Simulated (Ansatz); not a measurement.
# SnSe: the cost of one run

Method: DFT PBE, scalar-relativistic, plane waves, PAW, in Ansatz 0.2.0.

1 further run of the same task is left out (set aside as unsound or not needed).

### 1 Starting point

The structure is cubic, space group Fm-3m (No. 225). Conventional cell: a = 6.020 Å, b = 6.020 Å, c = 6.020 Å, α = 90.00°, β = 90.00°, γ = 90.00°. Sn (site symmetry m-3m) is surrounded by 6 Se at 3.01 Å. Se (site symmetry m-3m) has 6 Sn at 3.01 Å as nearest neighbours.

Structure file:

```cif
data_structure
_symmetry_space_group_name_H-M 'Fm-3m'
_symmetry_Int_Tables_number 225
_cell_length_a 6.0200
_cell_length_b 6.0200
_cell_length_c 6.0200
_cell_angle_alpha 90.000
_cell_angle_beta 90.000
_cell_angle_gamma 90.000
_cell_volume 218.17
loop_
_atom_site_label
_atom_site_type_symbol
_atom_site_symmetry_multiplicity
_atom_site_Wyckoff_symbol
_atom_site_fract_x
_atom_site_fract_y
_atom_site_fract_z
_atom_site_occupancy
Sn1 Sn 4 a 0.00000 0.00000 0.00000 1
Se1 Se 4 b 0.50000 0.00000 0.00000 1
```

The structure comes from the Crystallography Open Database.

### 2 A random distortion, cell strained

The change: strain xx, yy, zz, yz, xz, xy = +0.5, +0.0, -0.4, -0.3, -0.5, -0.1 %; atoms moved by 0.06 Å root mean square, at most 0.06 Å.

input.yaml reads:

```yaml
crystal:
  lattice:
    - [-0.0178192, 3.0007593, 2.9892009]
    - [3.0115953, -0.0118594, 2.9832411]
    - [3.0211671, 3.0043713, -0.0214312]
  atoms:
    - { symbol: Sn, position: [-0.0026112957, -0.0059169435, 0.01689701] }
    - { symbol: Se, position: [0.5026112957, 0.5059169435, 0.48310299] }
basis:
  ecutwfc: 420
kpoints:
  mp_grid: { grid: [10, 10, 10] }
hamiltonian:
  xc: pbe
scf:
  occupations: { method: gaussian, width: 0.05 }
output:
  forces: true
  stress: true
  eigenvalues: true
```

The run is started by

```bash
ansatz run input.yaml --threads 1 --pin off --max-ram 1331MiB --backend cpu --events-out ev --progress --plain --runs-dir out
```

What time and memory should one allow on 1 thread of an x86-64 CPU, shared host?

About 93 s, with a peak of 0.77 GiB.
